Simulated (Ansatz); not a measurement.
Bulk crystal (CuAu) after relaxation:

Space group P4/mmm (No. 123). a = 2.820 Å, b = 2.820 Å, c = 3.574 Å, α = 90.00°, β = 90.00°, γ = 90.00°
```json
{"atom": "Cu", "site": "1d", "symmetry": "4/mmm", "x": "0.5000", "y": "0.5000", "z": "0.5000"}
{"atom": "Au", "site": "1a", "symmetry": "4/mmm", "x": "0.0000", "y": "0.0000", "z": "0.0000"}
```

Miller indices refer to the conventional cell of P4/mmm (No. 123), a = 2.820 Å, b = 2.820 Å, c = 3.574 Å, α = 90.00°, β = 90.00°, γ = 90.00°.

The (001) slab of 7 planes, 10.7 Å thick with 15 Å of vacuum as cut; outer planes Cu (top) and Cu (bottom).

Method: DFT PBEsol, scalar-relativistic, plane waves, PAW (Ansatz 0.2.0). Plane waves to 420 eV, a k mesh through Γ of 12×12×1 on the computed 7-atom cell and Gaussian smearing (0.10 eV); no spin polarisation. The cell repeats along c with a dipole correction in the vacuum.

The slab isn't stoichiometric (Cu4Au3), so its surface energy depends on the chemical potentials; it is given with the excess atoms taken from the element's standard state, a limit at which the compound may itself be unstable, so the figure can be too low.

Results for the relaxed slab:

For the relaxed slab, the surface energy with the excess atoms taken from the elements is 2.00 J/m² and the work function is 4.47 eV.

Relaxation lowers the energy by 0.030 J/m² a face; the largest move is 0.079 Å.

```csv
plane (bottom to top),atoms,"spacing to next, bulk (Å)",relaxed (Å),change (%)
1,Cu,1.787,1.704,-4.7
2,Au,1.787,1.794,+0.4
3,Cu,1.787,1.784,-0.2
4,Au,1.787,1.784,-0.2
5,Cu,1.787,1.794,+0.4
6,Au,1.787,1.704,-4.7
7,Cu,,,
```

Spin-orbit coupling is left out, which matters for the bands of heavy elements.